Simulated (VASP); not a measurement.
# SnSe2 (P-3m1) in VASP: notebook

The runs below take SnSe2 through single point, with PBE.

Program: VASP 6.6.1. These are calculated values, not measurements. Logs are shortened: lines on timing, memory, paths and dates and some standing lists are left out, and cuts for length are marked.

**1. The structure**

The structure is trigonal, space group P-3m1 (No. 164). The conventional cell has a = 3.886 Å, b = 3.886 Å, c = 6.256 Å, α = 90.00°, β = 90.00°, γ = 120.00°. Sn (site symmetry -3m) is surrounded by 6 Se at 2.73 Å. Se (site symmetry 3m) is surrounded by 3 Sn at 2.73 Å.

**2. Single point, PBE**

INCAR reads:

```
ALGO = Normal
EDIFF = 1E-7
ENCUT = 520
GGA = PE
ISIF = 2
ISMEAR = -1
LASPH = T
LCHARG = F
LREAL = F
LWAVE = F
NBANDS = 20
NELM = 100
PREC = Accurate
SIGMA = 0.05
```

KPOINTS reads:

```
k-points
0
Gamma
  8 8 5
```

POSCAR reads:

```
SnSe2
1.0
    3.8857444663      0.0000000000      0.0000000000
   -1.9428722331      3.3651534204      0.0000000000
    0.0000000000      0.0000000000      6.2563442784
Sn Se
1 2
Direct
    0.0000000000      0.0000000000      0.0000000000
    0.6666666667      0.3333333333      0.7510000000
    0.3333333333      0.6666666667      0.2490000000
```

Potentials or basis: VASP PAW PBE potentials, release 64 (Sn_d, Se).

Started as:

```bash
$ cat potpaw_PBE.64/Sn_d/POTCAR potpaw_PBE.64/Se/POTCAR > POTCAR
$ mpirun -np 1 vasp_std > vasp.out
```

OUTCAR:

```text
EDIFF = 1E-7
   ENCUT = 520
   GGA = PE
   ISIF = 2
   ISMEAR = -1
   LASPH = T
   LREAL = F
   NELM = 100
   PREC = Accurate

 ion  position               nearest neighbor table
   1  0.000  0.000  0.000-   2 2.73   3 2.73   3 2.73   2 2.73   2 2.73   3 2.73
   2  0.667  0.333  0.751-   1 2.73   1 2.73   1 2.73
   3  0.333  0.667  0.249-   1 2.73   1 2.73   1 2.73

  LATTYP: Found a hexagonal cell.
 ALAT       =     3.8857444663
 C/A-ratio  =     1.6100760955

  Lattice vectors:

 A1 = (   3.8857444663,   0.0000000000,   0.0000000000)
 A2 = (  -1.9428722331,   3.3651534204,   0.0000000000)
 A3 = (   0.0000000000,   0.0000000000,   6.2563442784)

Analysis of symmetry for initial positions (statically):
=====================================================================
 Subroutine PRICEL returns:
 Original cell was already a primitive cell.

 Routine SETGRP: Setting up the symmetry group for a
 hexagonal supercell.

 Subroutine GETGRP returns: Found 12 space group operations
 (whereof 12 operations were pure point group operations)
 out of a pool of 24 trial point group operations.

The static configuration has the point symmetry D_3d.

Analysis of symmetry for dynamics (positions and initial velocities):
=====================================================================
 Subroutine PRICEL returns:
 Original cell was already a primitive cell.

 Routine SETGRP: Setting up the symmetry group for a
 hexagonal supercell.

 Subroutine GETGRP returns: Found 12 space group operations
 (whereof 12 operations were pure point group operations)
 out of a pool of 24 trial point group operations.

The dynamic configuration has the point symmetry D_3d.

 Subroutine INISYM returns: Found 12 space group operations
 (whereof 12 operations are pure point group operations),
 and found     1 'primitive' translations

----------------------------------------------------------------------------------------

                                     Primitive cell

  volume of cell :      81.8087

  direct lattice vectors                    reciprocal lattice vectors
     3.885744466  0.000000000  0.000000000     0.257350942  0.148581636  0.000000000
    -1.942872233  3.365153420  0.000000000     0.000000000  0.297163272  0.000000000
     0.000000000  0.000000000  6.256344278     0.000000000  0.000000000  0.159837751

  length of vectors
     3.885744466  3.885744466  6.256344278     0.297163272  0.297163272  0.159837751

  position of ions in fractional coordinates (direct lattice)
     0.000000000  0.000000000  0.000000000
     0.666666667  0.333333333  0.751000000
     0.333333333  0.666666667  0.249000000

  ion indices of the primitive-cell ions
   primitive index   ion index
                 1           1
                 2           2
                 3           3

----------------------------------------------------------------------------------------

 KPOINTS: k-points

Automatic generation of k-mesh.
 Grid dimensions read from file:
 generate k-points for:    8    8    5

 Generating k-lattice:

  Cartesian coordinates                     Fractional coordinates (reciprocal lattice)
     0.032168868  0.018572704  0.000000000     0.125000000 -0.000000000  0.000000000
     0.000000000  0.037145409  0.000000000     0.000000000  0.125000000  0.000000000
     0.000000000  0.000000000  0.031967550     0.000000000  0.000000000  0.200000000

  Length of vectors
     0.037145409  0.037145409  0.031967550

  Shift w.r.t. Gamma in fractional coordinates (k-lattice)
     0.000000000  0.000000000  0.000000000

 Subroutine IBZKPT returns following result:
 ===========================================

 Found     40 irreducible k-points:

 Following reciprocal coordinates:
            Coordinates               Weight
  0.000000  0.000000  0.000000      1.000000
  0.125000 -0.000000  0.000000      6.000000
  0.250000 -0.000000  0.000000      6.000000
  0.375000 -0.000000  0.000000      6.000000
  0.500000 -0.000000  0.000000      3.000000
  0.125000  0.125000  0.000000      6.000000
[... 16 lines left out ...]
 -0.125000  0.500000  0.200000     12.000000
  0.250000  0.250000  0.200000     12.000000
 [... further k-points ...]
   k-points           NKPTS =     40   k-points in BZ     NKDIM =     40   number of bands    NBANDS=     20
   number of dos      NEDOS =    301   number of ions     NIONS =      3
   total plane-waves  NPLWV =  43200
   dimension x,y,z NGX =    30 NGY =   30 NGZ =   48
   dimension x,y,z NGXF=    60 NGYF=   60 NGZF=   96
   ions per type =               1   2
   NGX,Y,Z   is equivalent  to a cutoff of  12.84, 12.84, 12.75 a.u.
   NGXF,Y,Z  is equivalent  to a cutoff of  25.67, 25.67, 25.51 a.u.
 SYSTEM =  unknown system
   PREC   = accura    normal or accurate (medium, high low for compatibility)
   ISTART =      0    job   : 0-new  1-cont  2-samecut
   ICHARG =      2    charge: 1-file 2-atom 10-const
   ISPIN  =      1    spin polarized calculation?
   LNONCOLLINEAR =      F non collinear calculations
   LSORBIT =      F    spin-orbit coupling
   LASPH  =      T    aspherical Exc in radial PAW
   ENCUT  =  520.0 eV  38.22 Ry    6.18 a.u.   7.22  7.22 11.63*2*pi/ulx,y,z
   NELM   =    100;   NELMIN=  2; NELMDL= -5     # of ELM steps
   EDIFF  = 0.1E-06   stopping-criterion for ELM
   LREAL  =      F    real-space projection
   EDIFFG = 0.1E-05   stopping-criterion for IOM
   NSW    =      0    number of steps for IOM
   IBRION =     -1    ionic relax: 0-MD 1-quasi-New 2-CG
   NFREE  =      0    steps in history (QN), initial steepest desc. (CG)
   ISIF   =      2    stress and relaxation
   ISYM   =      2    0-nonsym 1-usesym 2-fastsym
   POTIM  = 0.5000    time-step for ionic-motion
   TEBEG  =    0.0;   TEEND  =   0.0 temperature during run
   PSTRESS=    0.0 pullay stress
   NELECT =      26.0000    total number of electrons
   NUPDOWN=      -1.0000    fix difference up-down
   EMIN   =  10.00;   EMAX   =-10.00  energy-range for DOS
   EFERMI =   0.00;   METHOD = LEGACY
   ISMEAR =    -1;   SIGMA  =   0.05  broadening in eV -4-tet -1-fermi 0-gaus
   EFERMI_NEDOS =   21; number of points for ismear=-14 and -15
   IALGO  =     38    algorithm
   IMIX   =      4    mixing-type and parameters
     AMIX     =   0.40;   BMIX     =  1.00
     AMIX_MAG =   1.60;   BMIX_MAG =  1.00
  volume/ion in A,a.u.               =      27.27       184.02
  Fermi-wavevector in a.u.,A,eV,Ry     =   1.117205  2.111210 16.982058  1.248146
  Thomas-Fermi vector in A             =   2.253825
   LORBIT       =      0    0 simple, 1 ext, 2 COOP (PROOUT), +10 PAW based schemes
   GGA     = PE    functional components
   LHFCALC =     F    Hartree Fock is set to
   AEXX    =    0.0000 exact exchange contribution
   IVDW    =     0    specifies the selected vdW correction
   LEPSILON=     F    determine dielectric tensor
   LRPA    =     F    only Hartree local field effects (RPA)
 non-spin polarized calculation
  energy-cutoff  :      520.00
  volume of cell :       81.81
 maximum number of plane-waves:      2216
 NGX is ok and might be reduce to    30
   NGX = 15   NGY = 15   NGZ = 23

 number of electron      25.9999994 magnetization

 Free energy of the ion-electron system (eV)
  ---------------------------------------------------
  ext. energy  EPLUGINS =         0.00000000
  ---------------------------------------------------
  free energy    TOTEN  =       -11.84494000 eV

  energy without entropy =      -11.84489530  energy(sigma->0) =      -11.84491765

 E-fermi :   3.9454     XC(G=0):  -9.1920

 val. band max:        3.5661233307   @ k =   0.1250   0.1250   0.0000
 cond. band min:       4.2881202327   @ k =   0.5000  -0.0000   0.4000
 fundamental gap:      0.7219969021
 Fermi energy:         3.9453772752

 k-point     1 :       0.0000    0.0000    0.0000
  band No.  band energies     occupation
      1     -17.6349      2.00000
      2     -17.6349      2.00000
      3     -17.6066      2.00000
      4     -17.5945      2.00000
      5     -17.5945      2.00000
      6     -10.0184      2.00000
[... 12 lines left out ...]
     19      12.4478      0.00000
     20      12.4478      0.00000

 k-point     2 :       0.1250   -0.0000    0.0000
  band No.  band energies     occupation
      1     -17.6408      2.00000
      2     -17.6306      2.00000
      3     -17.6033      2.00000
      4     -17.5969      2.00000
      5     -17.5935      2.00000
      6      -9.8761      2.00000
[... 12 lines left out ...]
     19      11.9818      0.00000
     20      12.6251      0.00000

 k-point     3 :       0.2500   -0.0000    0.0000
  band No.  band energies     occupation
      1     -17.6569      2.00000
      2     -17.6232      2.00000
      3     -17.6049      2.00000
      4     -17.5914      2.00000
      5     -17.5883      2.00000
      6      -9.4741      2.00000
[... 12 lines left out ...]
     19      11.7396      0.00000
     20      13.0116      0.00000

 k-point     4 :       0.3750   -0.0000    0.0000
  band No.  band energies     occupation
      1     -17.6740      2.00000
      2     -17.6200      2.00000
      3     -17.6102      2.00000
      4     -17.5812      2.00000
      5     -17.5788      2.00000
      6      -8.9171      2.00000
[... 12 lines left out ...]
     19      12.7460      0.00000
     20      13.4593      0.00000

 k-point     5 :       0.5000   -0.0000    0.0000
  band No.  band energies     occupation
      1     -17.6813      2.00000
      2     -17.6196      2.00000
      3     -17.6123      2.00000
      4     -17.5768      2.00000
      5     -17.5740      2.00000
      6      -8.5479      2.00000
[... 12 lines left out ...]
     19      13.3015      0.00000
     20      14.0707      0.00000
[... 353 lines left out ...]
      6      -9.0750      2.00000
[... 12 lines left out ...]
     19      11.0482      0.00000
     20      12.8749      0.00000

 k-point    22 :       0.3750    0.1250    0.2000
  band No.  band energies     occupation
      1     -17.6739      2.00000
      2     -17.6254      2.00000
      3     -17.6081      2.00000
      4     -17.5811      2.00000
      5     -17.5757      2.00000
      6      -8.5633      2.00000
[... 12 lines left out ...]
     19      12.8798      0.00000
     20      14.1270      0.00000

 k-point    23 :      -0.1250    0.5000    0.2000
  band No.  band energies     occupation
      1     -17.6739      2.00000
      2     -17.6254      2.00000
      3     -17.6081      2.00000
      4     -17.5811      2.00000
      5     -17.5757      2.00000
      6      -8.5658      2.00000
[... 12 lines left out ...]
     19      12.4912      0.00000
     20      13.4248      0.00000

 k-point    24 :       0.2500    0.2500    0.2000
  band No.  band energies     occupation
      1     -17.6636      2.00000
      2     -17.6341      2.00000
      3     -17.6003      2.00000
      4     -17.5906      2.00000
      5     -17.5759      2.00000
      6      -8.6003      2.00000
[... 12 lines left out ...]
     19      10.9780      0.00000
     20      13.1538      0.00000

 [... further k-points ...]

------------------------ aborting loop because EDIFF is reached ----------------------------------------

  FORCE on cell =-STRESS in cart. coord.  units (eV):
  Direction    XX          YY          ZZ          XY          YZ          ZX
  --------------------------------------------------------------------------------------
  -------------------------------------------------------------------------------------
  Total        0.4336971      0.4336971      1.2527016      0.0000000      0.0000000     -0.0000000
  in kB        8.4937080      8.4937080     24.5334403      0.0000000      0.0000000     -0.0000000
  external PRESSURE =      13.8402855 kB  Pullay stress =       0.0000000 kB

 VOLUME and BASIS-vectors are now :
 -----------------------------------------------------------------------------
  energy-cutoff  :      520.00
  volume of cell :       81.81
      direct lattice vectors                 reciprocal lattice vectors
     3.885744466  0.000000000  0.000000000     0.257350942  0.148581636  0.000000000
    -1.942872233  3.365153420  0.000000000     0.000000000  0.297163272  0.000000000
     0.000000000  0.000000000  6.256344278     0.000000000  0.000000000  0.159837751

 POSITION                                       TOTAL-FORCE (eV/Angst)
 -----------------------------------------------------------------------------------
      0.00000      0.00000      0.00000         0.000000      0.000000      0.000000
      1.94287      1.12172      4.69851         0.000000     -0.000000     -0.261911
     -0.00000      2.24344      1.55783        -0.000000      0.000000      0.261911
 -----------------------------------------------------------------------------------
    total drift:                                0.000000     -0.000000      0.000000

  FREE ENERGIE OF THE ION-ELECTRON SYSTEM (eV)
  ---------------------------------------------------
  free  energy   TOTEN  =       -11.8449400011 eV

  energy  without entropy=      -11.8448952950  energy(sigma->0) =      -11.84491765
```

Run time: 82 s. Hardware: 1 thread of Intel Xeon Platinum 8259CL at 2.50GHz (Skylake/Cascade Lake), shared host; peak memory 0.23 GiB.

Results:

```
Free energy            : -11.8449 eV
Pressure               : 1.4 GPa
Largest force          : 0.262 eV/Å
Band gap on the k mesh : 0.72 eV, indirect (least direct gap 0.86 eV)
```

Forces on the atoms (eV/Å):
```
Sn   0.000  0.000  0.000
Se   0.000  0.000 -0.262
Se   0.000  0.000  0.262
```

Levels at points of the mesh, in eV from the valence-band top:
```tsv
k point	band 9	band 10	band 11	band 12	band 13	band 14	band 15	band 16	band 17	band 18
(0.00, 0.00, 0.00)	-0.64	-0.64	-0.36	-0.36	-0.02	0.84	2.90	4.52	4.52	8.06
(0.50, 0.00, 0.00)	-4.17	-2.69	-2.47	-1.08	-0.29	1.07	3.73	5.34	5.50	6.94
```

Caveat: spin-orbit coupling is left out, which moves the levels of the heavy elements; an odd mesh through Γ misses points on the zone boundary, where band edges often lie; this functional lacks dispersion, which binds the layers, so the pressure and a relaxed spacing across them are unreliable.

**3. Single point, PBE**

This run uses another cell than the first one, of 25.21 Å³/atom, 0.925 times its volume.

INCAR reads:

```
SYSTEM = SnSe2
ALGO = Normal
EDIFF = 1E-6
ENCUT = 520
GGA = PE
ISIF = 2
ISMEAR = -1
LASPH = .TRUE.
LCHARG = .FALSE.
LREAL = .FALSE.
LWAVE = .FALSE.
NBANDS = 20
NELM = 100
PREC = Accurate
SIGMA = 0.05
```

KPOINTS reads:

```
k-points
0
G
  8 8 5
  0 0 0
```

POSCAR reads:

```
SnSe2
1.0
    3.7854220481      0.0000000000      0.0000000000
   -1.8927110241      3.2782716577      0.0000000000
    0.0000000000      0.0000000000      6.0948175511
Sn Se
1 2
Direct
    0.0000000000      0.0000000000      0.0000000000
    0.6666666667      0.3333333333      0.7510000000
    0.3333333333      0.6666666667      0.2490000000
```

Potentials or basis: VASP PAW PBE potentials, release 64 (Sn_d, Se).

Started as:

```bash
$ cat potpaw_PBE.64/Sn_d/POTCAR potpaw_PBE.64/Se/POTCAR > POTCAR
$ mpirun -np 1 vasp_std > vasp.out
```

OUTCAR:

```text
SYSTEM = SnSe2
   EDIFF = 1E-6
   ENCUT = 520
   GGA = PE
   ISIF = 2
   ISMEAR = -1
   LASPH = .TRUE.
   LREAL = .FALSE.
   NELM = 100
   PREC = Accurate

 ion  position               nearest neighbor table
   1  0.000  0.000  0.000-   2 2.66   3 2.66   2 2.66   3 2.66   2 2.66   3 2.66
   2  0.667  0.333  0.751-   1 2.66   1 2.66   1 2.66
   3  0.333  0.667  0.249-   1 2.66   1 2.66   1 2.66

  LATTYP: Found a hexagonal cell.
 ALAT       =     3.7854220481
 C/A-ratio  =     1.6100760955
[... 745 lines left out ...]

  FORCE on cell =-STRESS in cart. coord.  units (eV):
  Direction    XX          YY          ZZ          XY          YZ          ZX
  --------------------------------------------------------------------------------------
  -------------------------------------------------------------------------------------
  Total        3.2494457      3.2494457      3.9300559     -0.0000000      0.0000000      0.0000000
  in kB       68.8335089     68.8335089     83.2509800     -0.0000000      0.0000000      0.0000000
  external PRESSURE =      73.6393326 kB  Pullay stress =       0.0000000 kB

 VOLUME and BASIS-vectors are now :
 -----------------------------------------------------------------------------
  energy-cutoff  :      520.00
  volume of cell :       75.63
      direct lattice vectors                 reciprocal lattice vectors
     3.785422048  0.000000000  0.000000000     0.264171336  0.152519392  0.000000000
    -1.892711024  3.278271658  0.000000000     0.000000000  0.305038784  0.000000000
     0.000000000  0.000000000  6.094817551     0.000000000  0.000000000  0.164073820

 POSITION                                       TOTAL-FORCE (eV/Angst)
 -----------------------------------------------------------------------------------
      0.00000      0.00000      0.00000         0.000000      0.000000      0.000000
      1.89271      1.09276      4.57721         0.000000     -0.000000     -1.015436
     -0.00000      2.18551      1.51761        -0.000000      0.000000      1.015436
 -----------------------------------------------------------------------------------
    total drift:                                0.000000      0.000000      0.000000

  FREE ENERGIE OF THE ION-ELECTRON SYSTEM (eV)
  ---------------------------------------------------
  free  energy   TOTEN  =       -11.6837645457 eV

  energy  without entropy=      -11.6837487116  energy(sigma->0) =      -11.68375663
```

OSZICAR:

```text
N       E                     dE             d eps       ncg     rms          rms(c)
DAV:   1     0.206579887151E+03    0.20658E+03   -0.12189E+04  1640   0.150E+03
DAV:   2     0.113566845819E+02   -0.19522E+03   -0.18744E+03  1696   0.388E+02
DAV:   3    -0.111726706190E+02   -0.22529E+02   -0.21858E+02  1940   0.113E+02
DAV:   4    -0.119441428882E+02   -0.77147E+00   -0.77022E+00  1888   0.219E+01
DAV:   5    -0.119619626463E+02   -0.17820E-01   -0.17818E-01  2196   0.353E+00    0.540E+00
DAV:   6    -0.117064815180E+02    0.25548E+00   -0.47775E-01  2456   0.753E+00    0.349E+00
DAV:   7    -0.116836525053E+02    0.22829E-01   -0.17553E-01  1980   0.274E+00    0.101E+00
DAV:   8    -0.116832394430E+02    0.41306E-03   -0.13667E-02  2040   0.121E+00    0.297E-01
DAV:   9    -0.116837272723E+02   -0.48783E-03   -0.16076E-03  1836   0.298E-01    0.890E-02
DAV:  10    -0.116837320229E+02   -0.47506E-05   -0.11080E-04  2100   0.785E-02    0.341E-02
DAV:  11    -0.116837629935E+02   -0.30971E-04   -0.41598E-05  1800   0.357E-02    0.638E-03
DAV:  12    -0.116837640169E+02   -0.10234E-05   -0.19874E-06  1744   0.106E-02    0.588E-03
DAV:  13    -0.116837645457E+02   -0.52881E-06   -0.22851E-06  1512   0.996E-03
   1 F= -.11683765E+02 E0= -.11683757E+02  d E =-.158341E-04
```

It took 55 s on 1 thread of Intel Xeon Platinum 8259CL at 2.50GHz (Skylake/Cascade Lake), shared host; peak memory 0.22 GiB.

Results:

```
Free energy            : -11.6838 eV
Pressure               : 7.4 GPa
Largest force          : 1.015 eV/Å
Band gap on the k mesh : 0.83 eV, indirect (least direct gap 1.18 eV)
```

Forces in eV/Å, atoms in the order of the input:
```
Sn   0.000  0.000  0.000
Se   0.000  0.000 -1.015
Se   0.000  0.000  1.015
```

Stress tensor (GPa, compression positive):
```
6.88 0.00 0.00
0.00 6.88 0.00
0.00 0.00 8.33
```

Levels at points of the mesh, in eV from the valence-band top:
```
           k point  band 10  band 11  band 12  band 13  band 14  band 15  band 16  band 17
(0.00, 0.00, 0.00)    -0.73    -0.41    -0.41     0.00     1.18     2.95     4.67     4.67
(0.50, 0.00, 0.00)    -2.99    -2.76    -1.24    -0.32     1.17     3.81     5.43     5.53
```

Caveat: spin-orbit coupling is left out, which moves the levels of the heavy elements; an odd mesh through Γ misses points on the zone boundary, where band edges often lie; this functional lacks dispersion, which binds the layers, so the pressure and a relaxed spacing across them are unreliable; forces of over 1 eV/Å show positions far from the minimum, so gaps and moduli don't describe the material at rest.
